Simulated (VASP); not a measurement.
# Ca (Immm) in VASP: a series of runs

Runs on Ca. Level: PBE. Tasks: single point.

Program: VASP 6.6.1. These are calculated values, not measurements. Logs are shortened: lines on timing, memory, paths and dates and some standing lists are left out, and cuts for length are marked.

## Step 1: Starting point

The structure is orthorhombic, space group Immm (No. 71). Conventional cell: a = 4.193 Å, b = 4.203 Å, c = 4.891 Å, α = 90.00°, β = 90.00°, γ = 90.00°. Around Ca (site symmetry mmm) lie 12 Ca at 3.85 to 4.20 Å.

This isn't the form of Ca at room conditions, which is fcc.

## Step 2: Single point, PBE

File INCAR:

```
PREC     = Accurate       # precision mode
ENCUT    = 300            # plane-wave cutoff, eV
EDIFF    = 1E-6           # SCF threshold, eV
ISMEAR   = 1              # smearing method
SIGMA    = 0.1            # smearing width, eV
LREAL    = False          # projectors in reciprocal space
LASPH    = True           # aspherical terms in the spheres
NELM     = 100            # most SCF steps
ALGO     = Normal         # electronic algorithm
ISIF     = 2              # what is computed and relaxed
LWAVE    = False          # write WAVECAR
LCHARG   = False          # write CHGCAR
GGA      = PE             # functional
ADDGRID  = False
```

File KPOINTS:

```
Automatic mesh
0
Gamma
  7 7 7
```

File POSCAR:

```
Ca
1.0
   -2.1296130000      2.1366080000      2.5183870000
    2.0452440000     -2.1127450000      2.4255450000
    2.0940060000      2.0772270000     -2.4978770000
Ca
1
Direct
    0.5036690000      0.4760610000     -0.0172770000
```

Potentials or basis: VASP PAW PBE potentials, release 64 (Ca_pv).

Launch:

```bash
> cat potpaw_PBE.64/Ca_pv/POTCAR > POTCAR
> mpirun -np 1 vasp_std > vasp.out
```

OUTCAR:

```text
PREC = Accurate
   ENCUT = 300
   EDIFF = 1E-6
   ISMEAR = 1
   LREAL = False
   LASPH = True
   NELM = 100
   ISIF = 2
   GGA = PE

 Found    172 irreducible k-points:

 Following reciprocal coordinates:
            Coordinates               Weight
  0.000000  0.000000  0.000000      1.000000
  0.142857  0.000000 -0.000000      2.000000
  0.285714  0.000000 -0.000000      2.000000
  0.428571  0.000000 -0.000000      2.000000
 -0.000000  0.142857 -0.000000      2.000000
  0.142857  0.142857 -0.000000      2.000000
   k-points           NKPTS =    172   k-points in BZ     NKDIM =    172   number of bands    NBANDS=      8
   number of dos      NEDOS =    301   number of ions     NIONS =      1
   total plane-waves  NPLWV =  13824
   dimension x,y,z NGX =    24 NGY =   24 NGZ =   24
   dimension x,y,z NGXF=    48 NGYF=   48 NGZF=   48
   ions per type =               1
   NGX,Y,Z   is equivalent  to a cutoff of  10.15, 10.47, 10.32 a.u.
   NGXF,Y,Z  is equivalent  to a cutoff of  20.31, 20.93, 20.65 a.u.
 SYSTEM =  unknown system
   PREC   = accura    normal or accurate (medium, high low for compatibility)
   ISTART =      0    job   : 0-new  1-cont  2-samecut
   ICHARG =      2    charge: 1-file 2-atom 10-const
   ISPIN  =      1    spin polarized calculation?
   LNONCOLLINEAR =      F non collinear calculations
   LSORBIT =      F    spin-orbit coupling
   LASPH  =      T    aspherical Exc in radial PAW
   ENCUT  =  300.0 eV  22.05 Ry    4.70 a.u.   5.55  5.38  5.46*2*pi/ulx,y,z
   NELM   =    100;   NELMIN=  2; NELMDL= -5     # of ELM steps
   EDIFF  = 0.1E-05   stopping-criterion for ELM
   LREAL  =      F    real-space projection
   EDIFFG = 0.1E-04   stopping-criterion for IOM
   NSW    =      0    number of steps for IOM
   IBRION =     -1    ionic relax: 0-MD 1-quasi-New 2-CG
   NFREE  =      0    steps in history (QN), initial steepest desc. (CG)
   ISIF   =      2    stress and relaxation
   ISYM   =      2    0-nonsym 1-usesym 2-fastsym
   POTIM  = 0.5000    time-step for ionic-motion
   TEBEG  =    0.0;   TEEND  =   0.0 temperature during run
   PSTRESS=    0.0 pullay stress
   NELECT =       8.0000    total number of electrons
   NUPDOWN=      -1.0000    fix difference up-down
   EMIN   =  10.00;   EMAX   =-10.00  energy-range for DOS
   EFERMI =   0.00;   METHOD = LEGACY
   ISMEAR =     1;   SIGMA  =   0.10  broadening in eV -4-tet -1-fermi 0-gaus
   EFERMI_NEDOS =   21; number of points for ismear=-14 and -15
   IALGO  =     38    algorithm
   IMIX   =      4    mixing-type and parameters
     AMIX     =   0.40;   BMIX     =  1.00
     AMIX_MAG =   1.60;   BMIX_MAG =  1.00
  volume/ion in A,a.u.               =      43.10       290.85
  Fermi-wavevector in a.u.,A,eV,Ry     =   0.933859  1.764737 11.865531  0.872092
  Thomas-Fermi vector in A             =   2.060604
   LORBIT       =      0    0 simple, 1 ext, 2 COOP (PROOUT), +10 PAW based schemes
   GGA     = PE    functional components
   LHFCALC =     F    Hartree Fock is set to
   AEXX    =    0.0000 exact exchange contribution
   IVDW    =     0    specifies the selected vdW correction
   LEPSILON=     F    determine dielectric tensor
   LRPA    =     F    only Hartree local field effects (RPA)
 non-spin polarized calculation
 Methfessel and Paxton  Order N= 1 SIGMA  =   0.10
  energy-cutoff  :      300.00
  volume of cell :       43.10
 maximum number of plane-waves:       518
 NGX is ok and might be reduce to    24
   NGX = 11   NGY = 11   NGZ = 11

 number of electron       7.9999998 magnetization

 Free energy of the ion-electron system (eV)
  ---------------------------------------------------
  ext. energy  EPLUGINS =         0.00000000
  ---------------------------------------------------
  free energy    TOTEN  =        -1.91366303 eV

  energy without entropy =       -1.91441397  energy(sigma->0) =       -1.91391334

 E-fermi :   2.1638     XC(G=0):  -7.6336

 val. band max:        2.1590458311   @ k =   0.1429   0.4286  -0.0000
 cond. band min:       2.1643642962   @ k =  -0.0000   0.4286   0.1429
 fundamental gap:      0.0053184650
 Fermi energy:         2.1637527351

 k-point     1 :       0.0000    0.0000    0.0000
  band No.  band energies     occupation
      1     -20.8717      2.00000
      2     -20.8692      2.00000
      3     -20.8572      2.00000
      4      -1.8717      2.00000
      5       4.2154      0.00000
      6       4.3430      0.00000
      7       4.9468      0.00000
      8       4.9759      0.00000

 k-point     2 :       0.1429    0.0000   -0.0000
  band No.  band energies     occupation
      1     -20.8905      2.00000
      2     -20.8768      2.00000
      3     -20.8616      2.00000
      4      -1.5353      2.00000
      5       4.0324     -0.00000
      6       4.3490      0.00000
      7       4.9107      0.00000
      8       5.0084      0.00000

 k-point     3 :       0.2857    0.0000   -0.0000
  band No.  band energies     occupation
      1     -20.9447      2.00000
      2     -20.8895      2.00000
      3     -20.8630      2.00000
      4      -0.5930      2.00000
      5       3.3040     -0.00000
      6       4.1371     -0.00000
      7       4.9496      0.00000
      8       5.5231      0.00000

 k-point     4 :       0.4286    0.0000   -0.0000
  band No.  band energies     occupation
      1     -20.9882      2.00000
      2     -20.8997      2.00000
      3     -20.8636      2.00000
      4       0.7037      2.00000
      5       2.2899     -0.07052
      6       3.9230     -0.00000
      7       4.8754      0.00000
      8       5.8053      0.00000

 k-point     5 :      -0.0000    0.1429   -0.0000
  band No.  band energies     occupation
      1     -20.8930      2.00000
      2     -20.8778      2.00000
      3     -20.8629      2.00000
      4      -1.5116      2.00000
      5       4.1867      0.00000
      6       4.3339      0.00000
      7       4.8637      0.00000
      8       4.9141      0.00000

 k-point     6 :       0.1429    0.1429   -0.0000
  band No.  band energies     occupation
      1     -20.9295      2.00000
      2     -20.8884      2.00000
      3     -20.8652      2.00000
      4      -0.9013      2.00000
      5       3.7026     -0.00000
      6       4.1896      0.00000
      7       4.9240      0.00000
      8       5.2188      0.00000

 [... further k-points ...]

------------------------ aborting loop because EDIFF is reached ----------------------------------------

  FORCE on cell =-STRESS in cart. coord.  units (eV):
  Direction    XX          YY          ZZ          XY          YZ          ZX
  --------------------------------------------------------------------------------------
  -------------------------------------------------------------------------------------
  Total       -0.1011445     -0.2022250     -0.0502391      0.0676288     -0.0561546      0.1933544
  in kB       -3.7599483     -7.5175169     -1.8675896      2.5140351     -2.0874914      7.1877600
  external PRESSURE =      -4.3816850 kB  Pullay stress =       0.0000000 kB

 VOLUME and BASIS-vectors are now :
 -----------------------------------------------------------------------------
  energy-cutoff  :      300.00
  volume of cell :       43.10
      direct lattice vectors                 reciprocal lattice vectors
    -2.129613000  2.136608000  2.518387000     0.005544617  0.236380961  0.201221828
     2.045244000 -2.112745000  2.425545000     0.245206417  0.001067158  0.206447491
     2.094006000  2.077227000 -2.497877000     0.243696023  0.239358134  0.003003396

 POSITION                                       TOTAL-FORCE (eV/Angst)
 -----------------------------------------------------------------------------------
      1.95887      2.11169     -0.03158         0.000000      0.000000      0.000000
 -----------------------------------------------------------------------------------
    total drift:                                0.000011      0.000008      0.000004

  FREE ENERGIE OF THE ION-ELECTRON SYSTEM (eV)
  ---------------------------------------------------
  free  energy   TOTEN  =        -1.9136630262 eV

  energy  without entropy=       -1.9144139681  energy(sigma->0) =       -1.91391334
```

stdout:

```text
POSCAR found type information on POSCAR Ca
 POSCAR found :  1 types and       1 ions
 scaLAPACK will be used
 LDA part: xc-table for (Slater+PW92), standard interpolation
 POSCAR, INCAR and KPOINTS ok, starting setup
 FFT: planning ... GRIDC
 FFT: planning ... GRID_SOFT
 FFT: planning ... GRID
 WAVECAR not read
 entering main loop
```

Wall time 10 s (1 thread of Intel Xeon Platinum 8488C (Sapphire Rapids), shared host); peak memory 0.15 GiB.

The run converged, but some of its settings lie outside the range that counts as converged, so its numbers aren't taken as properties of the crystal.

What came out:

| Quantity | Value |
| --- | --- |
| Free energy | -1.9137 eV |
| Pressure | -0.4 GPa |
| Band gap on the k mesh | none (metal or under the smearing width) |

(Part 1 of 2 ends here.)
